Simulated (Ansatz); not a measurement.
## Pb under changes of volume

One of the cells (30.323 Å³/atom); the others are scaled copies at fixed shape and fractional positions:

```
CELL_PARAMETERS angstrom
0.00000 2.47502 2.47502
2.47502 0.00000 2.47502
2.47502 2.47502 0.00000
ATOMIC_POSITIONS crystal
Pb 0.00000 0.00000 0.00000
```

| Property | Result |
| --- | --- |
| Program | Ansatz 0.2.0 |
| Functional | PBE0 |
| Potentials or basis | Ansatz PAW |
| Cutoff | 420 eV (not typed: the program's choice for these potentials) |
| k mesh | 5 × 5 × 5 |
| Occupations | fermi-dirac, width 0.05 eV |
| Spin | no spin polarisation |

| volume (Å³/atom) | energy over the lowest point (meV/atom) | pressure (GPa) |
| --- | --- | --- |
| 28.503 | 23.79 | 4.0 |
| 29.110 | 11.24 | 2.7 |
| 29.716 | ? | ? |
| 30.323 | 0.00 | 0.4 |
| 30.929 | 0.34 | -0.6 |
| 31.535 | 4.07 | -1.4 |
| 32.142 | 10.86 | -2.2 |

Question: What does the run at 29.716 Å³/atom give?

Answer: Energy over the lowest point 3.49 meV/atom; pressure 1.5 GPa.

Worked out: A Birch-Murnaghan fit of order 3 (a polynomial in V^(-2/3)) to the other rows has its minimum at 30.57 Å³/atom with B0 = V·E''(V) = 48 GPa and B' = 4.7. It gives 3.49 meV/atom at 29.716 Å³/atom, against the run's 3.49, and -dE/dV = 1.5 GPa, against 1.5.

Energies are extrapolated to zero smearing.

Caveats: all runs use coarse meshes; the PAW data sets come from PBE, with cores solved anew for the run's functional, which leaves a small shift of forces and pressure; the thresholds are loose for stress.
